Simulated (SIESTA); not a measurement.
Pb:

```
Pb
1.0
     0.00000    3.43900    3.43900
     3.43900    0.00000    3.43900
     3.43900    3.43900    0.00000
Pb
2
Direct
  0.25000 0.25000 0.25000
  0.00000 0.00000 0.00000
```

This isn't the form of Pb at room conditions, which is fcc.

Base run:

* Program: SIESTA 5.4.2
* Functional: PBEsol
* Potentials or basis: PseudoDojo 0.4 standard (PBEsol files)
* Basis: SZ (energy shift 0.003 Ry)
* Grid cutoff: 500 Ry
* Energy shift: 0.003 Ry
* k mesh: 7 × 7 × 7
* Occupations: fermi-dirac, width 0.05 eV
* Spin: no spin polarisation

Its results: band gap on the k mesh none (metal or under the smearing width); pressure 1.9 GPa.

Question: The run is repeated on the same cell with these changes: basis from SZ (energy shift 0.003 Ry) to TZP (energy shift 0.003 Ry; two zetas on semicore shells). What comes out?

Answer: Band gap on the k mesh none (metal or under the smearing width); pressure 0.8 GPa.

Caveats: spin-orbit coupling is left out, which moves the levels of the heavy elements; the basis of atomic orbitals isn't converged, which shifts pressures, moduli and gaps; the basis has no polarisation orbitals (some runs).
